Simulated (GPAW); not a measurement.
# Zr (P6_3/mmc) in GPAW: reference runs

How does Zr come out in PBE? The cell is run as given and disturbed.

Everything below comes from runs of GPAW 26.7.0. Logs are shortened: lines on timing, memory, paths and dates and some standing lists are left out, and cuts for length are marked. The log counts tension as positive stress, the text compression.

### 1 The crystal as given

Symmetry: P6_3/mmc, No. 194, hexagonal system. The conventional cell has a = 3.232 Å, b = 3.232 Å, c = 5.147 Å, α = 90.00°, β = 90.00°, γ = 120.00°. Around Zr (site symmetry -6m2) lie 12 Zr at 3.18 to 3.23 Å.

### 2 Single point, PBE

run.py reads:

```python
from ase import Atoms
from ase.dft.bandgap import bandgap
from ase.io import write
from ase.units import Bohr, GPa
from gpaw import GPAW, PW
from gpaw.elf import elf_from_dft_calculation

atoms = Atoms(['Zr', 'Zr'],
              cell=[[3.232, 0.0, 0.0],
                    [-1.616, 2.798994105, 0.0],
                    [0.0, 0.0, 5.147]],
              scaled_positions=[[0.6666666667, 0.3333333333, 0.75],
                                [0.3333333333, 0.6666666667, 0.25]],
              pbc=True)

calc = GPAW(mode=PW(600),
            xc='PBE',
            kpts={'size': (9, 9, 5), 'gamma': True},
            occupations={'name': 'fermi-dirac', 'width': 0.05},
            nbands=24,
            convergence={'density': 1e-05, 'energy': 1e-05},
            maxiter=150,
            txt='gpaw.txt')
atoms.calc = calc
energy = atoms.get_potential_energy()
forces = atoms.get_forces()
stress = atoms.get_stress()
calc.write('gs.gpw')
write('result.traj', atoms)
print(f'Energy: {energy:.6f} eV')
print('Forces (eV/A):')
print(forces.round(4))
print('Stress (GPa):', (stress / GPa).round(3))
print('Fermi level:', round(calc.get_fermi_level(), 4), 'eV')
print(f'Gap: {bandgap(calc)[0]:.4f} eV, direct: {bandgap(calc, direct=True)[0]:.4f} eV')

# fields on the real-space grid
write('density.cube', atoms, data=calc.get_pseudo_density() * Bohr**3)
write('potential.cube', atoms, data=calc.get_electrostatic_potential())
write('elf.cube', atoms, data=elf_from_dft_calculation(calc).data)
```

Potentials or basis: GPAW PAW data sets (gpaw-data 1.2.1), pw.

Launch:

```console
> OMP_NUM_THREADS=1 python run.py
```

gpaw.txt:

```text
__  _  _
 | _ |_)|_||  |
 |__||  | ||/\| - 26.7.0

Input parameters:
  mode=PW(ecut=600.0),
  convergence={'density': 1e-05, 'energy': 1e-05},
  kpts=MonkhorstPack(size=(9, 9, 5), gamma=True),
  maxiter=150,
  nbands=24,
  occupations=Occupations(name='fermi-dirac', width=0.05),
  xc=XC(name='PBE')

Diagonalizing LCAO Hamiltonian
Converting LCAO to pw mode

           Zr

        Zr

Atoms  # Å, Bohr magnetons
|   | symbol |         x |        y |        z |    initial magnetic moments |
|---|--------|-----------|----------|----------|-----------------------------|
| 0 |     Zr |  1.616000 | 0.932998 | 3.860250 | ( 0.0000,  0.0000,  0.0000) |
| 1 |     Zr | -0.000000 | 1.865996 | 1.286750 | ( 0.0000,  0.0000,  0.0000) |

Unit cell  # Å
| periodic |         x |        y |        z |  lengths |     angles |
|----------|-----------|----------|----------|----------|------------|
|      yes |  3.232000 | 0.000000 | 0.000000 | 3.232000 |  90.000000 |
|      yes | -1.616000 | 2.798994 | 0.000000 | 3.232000 |  90.000000 |
|      yes |  0.000000 | 0.000000 | 5.147000 | 5.147000 | 120.000000 |

Number of symmetries: 12
Symmetry operations  # r_c * U_cc + t_c -> r_c
|    | kind |            matrix            |
|----|------|------------------------------|
|  0 |  σ   |  1, 1, 0,  0,-1, 0,  0, 0, 1 |
|  1 |  S6  |  1, 1, 0, -1, 0, 0,  0, 0,-1 |
|  2 |  E   |  1, 0, 0,  0, 1, 0,  0, 0, 1 |
|  3 |  C2  |  1, 0, 0, -1,-1, 0,  0, 0,-1 |
|  4 |  C2  |  0, 1, 0,  1, 0, 0,  0, 0,-1 |
|  5 |  C3  |  0, 1, 0, -1,-1, 0,  0, 0, 1 |
|  6 |  S6  |  0,-1, 0,  1, 1, 0,  0, 0,-1 |
|  7 |  σ   |  0,-1, 0, -1, 0, 0,  0, 0, 1 |
|  8 |  σ   | -1, 0, 0,  1, 1, 0,  0, 0, 1 |
|  9 |  i   | -1, 0, 0,  0,-1, 0,  0, 0,-1 |
| 10 |  C3  | -1,-1, 0,  1, 0, 0,  0, 0, 1 |
| 11 |  C2  | -1,-1, 0,  0, 1, 0,  0, 0,-1 |

BZ-sampling:
  Number of BZ points: 405
  Number of IBZ points: 50

  Monkhorst-Pack size: [9, 9, 5]
  Monkhorst-Pack shift: [0, 0, 0]

K-points  # in reciprocal-cell coordinates
|     |                                coordinates |     weight |
|-----|--------------------------------------------|------------|
|   0 | (  0.00000000,   0.00000000,   0.00000000) | 0.00246914 |
|   1 | (  0.00000000,   0.00000000,   0.20000000) | 0.00493827 |
|   2 | (  0.00000000,   0.00000000,   0.40000000) | 0.00493827 |
|   3 | (  0.11111111,   0.00000000,  -0.40000000) | 0.01481481 |
|   4 | (  0.11111111,   0.00000000,  -0.20000000) | 0.01481481 |
|   5 | (  0.11111111,   0.00000000,   0.00000000) | 0.01481481 |
|   6 | (  0.11111111,   0.00000000,   0.20000000) | 0.01481481 |
|   7 | (  0.11111111,   0.00000000,   0.40000000) | 0.01481481 |
|   8 | (  0.22222222,  -0.11111111,   0.00000000) | 0.01481481 |
|   9 | (  0.22222222,  -0.11111111,   0.20000000) | 0.02962963 |
| ... |                                            |            |
|  49 | (  0.44444444,   0.44444444,   0.40000000) | 0.02962963 |

Plane wave coefficients: 1572
Cutoff: 600.0 eV

Spin-components: 1 (collinear spins)
Bands:           24
Projectors:      12
Spin-degeneracy: 2
Datatype:        complex128

Density:
  Valence electrons: 24.0
  Components: 1
  Grid points: [20 20 30]
  Charge: 0.0  # |e|

Potential:
  Grid points: [20 20 30]

species:
  Zr:
    name:    Zirconium
    Z:       40.0
    valence: 12
    core:    28
    charge:  0.0  # [|e|]
    compensation charges:
      type: gauss
      rc: 0.40  # [Å]
      lmax: 2
    cutoffs:
      filter: 2.39  # [Å]
      core: 1.59  # [Å]
    projectors
    | kind |    occ | energy [eV] | rcut [Å] |
    |------|--------|-------------|----------|
    |   4s |  2.000 |     -54.478 |    1.323 |
    |   5s |  2.000 |      -4.438 |    1.323 |
    |   4p |  6.000 |     -32.467 |    1.334 |
    |   5p |  0.000 |      -1.470 |    1.334 |
    |   4d |  2.000 |      -3.600 |    1.244 |
    |    d |        |      23.611 |    1.244 |

    Using partial waves for Zr as LCAO basis

Reference energy: -195787.142470  # eV

eigensolver:
  PPCG
  Converge bands: occupied
  niter=2

density mixing:
  MSR1-Mixer
  Pratt-step length: 0.05
  Maximum mixing coefficient: 0.75
  Old densities: 10
  SVD Regularization: 0.005
  Good broyden scale: 1.0
  Trust region scale: 1.0
  Backstep threshold: 4.0
  History deletion threshold: 6.0
  Fourier metric: weight=20.0, sigma=0.015

occupation numbers:
  Fermi-Dirac:
    width: 0.0500  # eV

poisson solver:
  ecut: 4800.0  # eV

xc functional:
[... 9 lines left out ...]
|iter     | |      energy | eigst |  dens |
|---------|-|-------------|-------|-------|
|iter:   1| |  -15.095067 | +0.22 |       |
|iter:   2| |  -15.053489 | -1.52 | -1.29 |
|iter:   3| |  -14.822212 | -1.45 | -1.33 |
|iter:   4| |  -14.823759 | -2.62 | -1.92 |
|iter:   5| |  -14.825113 | -3.99 | -2.36 |
|iter:   6| |  -14.825119 | -5.37 | -3.54 |
|iter:   7| |  -14.825121c| -6.92 | -4.12 |
|iter:   8| |  -14.825121c| -7.53c| -4.86 |
|iter:   9| |  -14.825121c| -8.23c| -5.92c|

Converged in 9 steps
Energy contributions relative to reference atoms: (reference = -195787.142470)

Energy contributions:
  Kinetic:           6.321072
  Coulomb:          -7.476984
  Zero:              0.700360
  External:          0.000000
  Xc:              -14.361480
  Entropy:          -0.016177
  Spinorbit:         0.000000
  ----------------------------
  Free energy:     -14.833210
  Extrapolated:    -14.825121

dipole moment: (0.000000, 0.000001, 0.000001)  # |e|*Ang

Fermi level: 9.417
Eigenvalues  # (at kpt = [0.000, 0.000, 0.000])
| band index |      eig [eV] | occ [0-2] |
|------------|---------------|-----------|
|          0 |       -39.420 |     2.000 |
|        ... |               |           |
|          2 |       -17.962 |     2.000 |
|          3 |       -17.092 |     2.000 |
|          4 |       -17.092 |     2.000 |
|          5 |       -16.956 |     2.000 |
|          6 |       -16.951 |     2.000 |
|          7 |       -16.951 |     2.000 |
[... 8 lines left out ...]
|         16 |        11.537 |     0.000 |
|         17 |        11.537 |     0.000 |
|        ... |               |           |
|         23 |        26.242 |     0.000 |

No gap
No difference between direct/indirect transitions

Forces  # eV/Ang
|        x |        y |        z |
|----------|----------|----------|
|  0.00000 |  0.00000 |  0.00000 |  # Zr   0
| -0.00000 | -0.00000 | -0.00000 |  # Zr   1

Stress tensor  # eV/Ang^3
|        x |        y |         z |
|----------|----------|-----------|
| 0.000737 | 0.000000 |  0.000000 |
| 0.000000 | 0.000737 |  0.000000 |
| 0.000000 | 0.000000 | -0.004221 |

# Writing to gs.gpw (mode='')
```

stdout:

```text
Energy: -14.825121 eV
Forces (eV/A):
[[ 0.  0.  0.]
 [-0. -0. -0.]]
Stress (GPa): [ 0.118  0.118 -0.676  0.     0.     0.   ]
Fermi level: 9.4167 eV
Gap: 0.0000 eV, direct: 0.0000 eV
```

Run time: 17 s. Hardware: 1 thread of Intel Xeon 6975P-C (Granite Rapids), shared host; peak memory 0.18 GiB.

Results:

```
Free energy            : -14.8332 eV
Pressure               : 0.1 GPa
Band gap on the k mesh : none (metal or under the smearing width)
```

Levels at points of the mesh, in eV from the Fermi level:
```tsv
k point	band 10	band 11	band 12	band 13	band 14	band 15
(0.00, 0.00, 0.00)	-3.03	0.85	0.85	1.00	1.15	1.54
```

### 3 Single point, PBE (atoms moved at random, drawn with an rms of 0.05 Å)

run.py reads:

```python
from ase.dft.bandgap import bandgap
from ase.io import read, write
from ase.units import GPa
from gpaw import GPAW, PW

atoms = read('Zr.xyz')

calc = GPAW(mode=PW(600),
            xc='PBE',
            kpts={'size': (9, 9, 5), 'gamma': True},
            occupations={'name': 'fermi-dirac', 'width': 0.05},
            nbands=24,
            convergence={'density': 1e-05, 'energy': 1e-05},
            maxiter=150,
            txt='gpaw.txt')
atoms.calc = calc
energy = atoms.get_potential_energy()
forces = atoms.get_forces()
stress = atoms.get_stress()
calc.write('gs.gpw')
write('result.traj', atoms)
print(f'Energy: {energy:.6f} eV')
print('Forces (eV/A):')
print(forces.round(4))
print('Stress (GPa):', (stress / GPa).round(3))
print('Fermi level:', round(calc.get_fermi_level(), 4), 'eV')
print(f'Gap: {bandgap(calc)[0]:.4f} eV, direct: {bandgap(calc, direct=True)[0]:.4f} eV')
```

Zr.xyz reads:

```xyz
2
Lattice="3.2320000000 0.0000000000 0.0000000000 -1.6160000000 2.7989941050 0.0000000000 0.0000000000 0.0000000000 5.1470000000" Properties=species:S:1:pos:R:3 pbc="T T T"
Zr     1.5927845440      0.9478625597      3.8560397540
Zr     0.0188619520      1.9105373962      1.2588481130
```

Potentials or basis: GPAW PAW data sets (gpaw-data 1.2.1), pw.

Launch:

```console
> OMP_NUM_THREADS=1 python run.py
```

gpaw.txt:

```text
__  _  _
 | _ |_)|_||  |
 |__||  | ||/\| - 26.7.0

Input parameters:
  mode=PW(ecut=600.0),
  convergence={'density': 1e-05, 'energy': 1e-05},
  kpts=MonkhorstPack(size=(9, 9, 5), gamma=True),
  maxiter=150,
  nbands=24,
  occupations=Occupations(name='fermi-dirac', width=0.05),
  xc=XC(name='PBE')

Diagonalizing LCAO Hamiltonian
Converting LCAO to pw mode

           Zr

        Zr

Atoms  # Å, Bohr magnetons
|   | symbol |        x |        y |        z |    initial magnetic moments |
|---|--------|----------|----------|----------|-----------------------------|
| 0 |     Zr | 1.592785 | 0.947863 | 3.856040 | ( 0.0000,  0.0000,  0.0000) |
| 1 |     Zr | 0.018862 | 1.910537 | 1.258848 | ( 0.0000,  0.0000,  0.0000) |

Unit cell  # Å
| periodic |         x |        y |        z |  lengths |     angles |
|----------|-----------|----------|----------|----------|------------|
|      yes |  3.232000 | 0.000000 | 0.000000 | 3.232000 |  90.000000 |
|      yes | -1.616000 | 2.798994 | 0.000000 | 3.232000 |  90.000000 |
|      yes |  0.000000 | 0.000000 | 5.147000 | 5.147000 | 120.000000 |

Number of symmetries: 1
Symmetry operations  # r_c * U_cc + t_c -> r_c
|   | kind |            matrix            |
|---|------|------------------------------|
| 0 |  E   |  1, 0, 0,  0, 1, 0,  0, 0, 1 |

BZ-sampling:
  Number of BZ points: 405
  Number of IBZ points: 203

  Monkhorst-Pack size: [9, 9, 5]
  Monkhorst-Pack shift: [0, 0, 0]

K-points  # in reciprocal-cell coordinates
|     |                                coordinates |     weight |
|-----|--------------------------------------------|------------|
|   0 | (  0.00000000,   0.00000000,   0.00000000) | 0.00246914 |
|   1 | (  0.00000000,   0.00000000,   0.20000000) | 0.00493827 |
|   2 | (  0.00000000,   0.00000000,   0.40000000) | 0.00493827 |
|   3 | (  0.00000000,   0.11111111,  -0.40000000) | 0.00493827 |
|   4 | (  0.00000000,   0.11111111,  -0.20000000) | 0.00493827 |
|   5 | (  0.00000000,   0.11111111,   0.00000000) | 0.00493827 |
|   6 | (  0.00000000,   0.11111111,   0.20000000) | 0.00493827 |
|   7 | (  0.00000000,   0.11111111,   0.40000000) | 0.00493827 |
|   8 | (  0.00000000,   0.22222222,  -0.40000000) | 0.00493827 |
|   9 | (  0.00000000,   0.22222222,  -0.20000000) | 0.00493827 |
| ... |                                            |            |
| 202 | (  0.44444444,   0.44444444,   0.40000000) | 0.00493827 |

Plane wave coefficients: 1572
Cutoff: 600.0 eV

Spin-components: 1 (collinear spins)
Bands:           24
Projectors:      12
Spin-degeneracy: 2
Datatype:        complex128

Density:
  Valence electrons: 24.0
  Components: 1
  Grid points: [20 20 30]
  Charge: 0.0  # |e|

Potential:
  Grid points: [20 20 30]

species:
  Zr:
    name:    Zirconium
    Z:       40.0
    valence: 12
    core:    28
    charge:  0.0  # [|e|]
    compensation charges:
      type: gauss
      rc: 0.40  # [Å]
      lmax: 2
    cutoffs:
      filter: 2.39  # [Å]
      core: 1.59  # [Å]
    projectors
    | kind |    occ | energy [eV] | rcut [Å] |
    |------|--------|-------------|----------|
    |   4s |  2.000 |     -54.478 |    1.323 |
    |   5s |  2.000 |      -4.438 |    1.323 |
    |   4p |  6.000 |     -32.467 |    1.334 |
    |   5p |  0.000 |      -1.470 |    1.334 |
    |   4d |  2.000 |      -3.600 |    1.244 |
    |    d |        |      23.611 |    1.244 |

    Using partial waves for Zr as LCAO basis

Reference energy: -195787.142470  # eV

eigensolver:
  PPCG
  Converge bands: occupied
  niter=2

density mixing:
  MSR1-Mixer
  Pratt-step length: 0.05
  Maximum mixing coefficient: 0.75
  Old densities: 10
  SVD Regularization: 0.005
  Good broyden scale: 1.0
  Trust region scale: 1.0
  Backstep threshold: 4.0
  History deletion threshold: 6.0
  Fourier metric: weight=20.0, sigma=0.015

occupation numbers:
  Fermi-Dirac:
    width: 0.0500  # eV

poisson solver:
  ecut: 4800.0  # eV

xc functional:
[... 9 lines left out ...]
|iter     | |      energy | eigst |  dens |
|---------|-|-------------|-------|-------|
|iter:   1| |  -15.094179 | +0.22 |       |
|iter:   2| |  -15.051352 | -1.61 | -1.29 |
|iter:   3| |  -14.820723 | -1.46 | -1.33 |
|iter:   4| |  -14.821612 | -2.60 | -1.91 |
|iter:   5| |  -14.822965 | -4.01 | -2.37 |
|iter:   6| |  -14.823181 | -4.89 | -3.22 |
|iter:   7| |  -14.822941 | -5.25 | -2.82 |
|iter:   8| |  -14.822942 | -6.88 | -3.97 |
|iter:   9| |  -14.822942c| -7.83c| -4.58 |
|iter:  10| |  -14.822942c| -8.02c| -4.87 |
|iter:  11| |  -14.822942c| -8.37c| -5.30c|

Converged in 11 steps
Energy contributions relative to reference atoms: (reference = -195787.142470)

Energy contributions:
  Kinetic:           6.325157
  Coulomb:          -7.474367
  Zero:              0.700439
  External:          0.000000
  Xc:              -14.366214
  Entropy:          -0.015915
  Spinorbit:         0.000000
  ----------------------------
  Free energy:     -14.830900
  Extrapolated:    -14.822942

dipole moment: (-0.031169, 0.304116, -0.132702)  # |e|*Ang

Fermi level: 9.412
Eigenvalues  # (at kpt = [0.000, 0.000, 0.000])
| band index |      eig [eV] | occ [0-2] |
|------------|---------------|-----------|
|          0 |       -39.420 |     2.000 |
|        ... |               |           |
|          2 |       -17.963 |     2.000 |
|          3 |       -17.102 |     2.000 |
|          4 |       -17.083 |     2.000 |
|          5 |       -16.957 |     2.000 |
|          6 |       -16.955 |     2.000 |
|          7 |       -16.945 |     2.000 |
[... 8 lines left out ...]
|         16 |        11.432 |     0.000 |
|         17 |        11.657 |     0.000 |
|        ... |               |           |
|         23 |        22.823 |     0.000 |

No gap
No difference between direct/indirect transitions

Forces  # eV/Ang
|        x |        y |        z |
|----------|----------|----------|
|  0.03879 |  0.02716 | -0.09328 |  # Zr   0
| -0.03879 | -0.02716 |  0.09329 |  # Zr   1

Stress tensor  # eV/Ang^3
|        x |         y |         z |
|----------|-----------|-----------|
| 0.002040 |  0.001802 |  0.000049 |
| 0.001802 | -0.000561 |  0.000035 |
| 0.000049 |  0.000035 | -0.004382 |

# Writing to gs.gpw (mode='')
```

Run time: 66 s. Hardware: 1 thread of Intel Xeon 6975P-C (Granite Rapids), shared host; peak memory 0.31 GiB.

What came out:

| Item | Value |
| --- | --- |
| Free energy | -14.8309 eV |
| Pressure | 0.2 GPa |
| Largest force | 0.105 eV/Å |
| Band gap on the k mesh | none (metal or under the smearing width) |

Forces on the atoms (eV/Å):
```
Zr   0.039  0.027 -0.093
Zr  -0.039 -0.027  0.093
```
